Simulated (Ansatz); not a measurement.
## CuAu in Ansatz: the effect of functional

The system is CuAu.

```xyz
2
Lattice="1.4714 0.8495 4.3396 -1.4714 0.8495 4.3396 0.0000 -1.6990 4.3396" Properties=species:S:1:pos:R:3 pbc="T T T"
Au    0.0000    0.0000    0.0000
Cu    0.0000    0.0000    6.5095
```

The cell comes from a database or a generator and needn't be the stable form of this composition.

The cell isn't the ideal one: volume scaled by 1.06.

Alike in all runs:

- Program: Ansatz 0.2.0
- Task: single point
- Potentials or basis: Ansatz PAW
- k mesh: 11 × 11 × 11
- Occupations: fermi-dirac, width 0.05 eV
- Spin: no spin polarisation

```csv
functional,cutoff,pressure (GPa)
LDA,420 eV (not typed: the program's choice for these potentials),-18.2
PBEsol,420 eV (not typed: the program's choice for these potentials),?
r2SCAN,500 eV (not typed: the program's choice for these potentials),-10.9
```

**Question.** What does the run with functional PBEsol give?

**Answer.** Pressure -14.0 GPa.

Caveats: the PAW data sets come from PBE, with cores solved anew for the run's functional, which leaves a small shift of forces and pressure.

Runs at the PBE level aren't shown here.
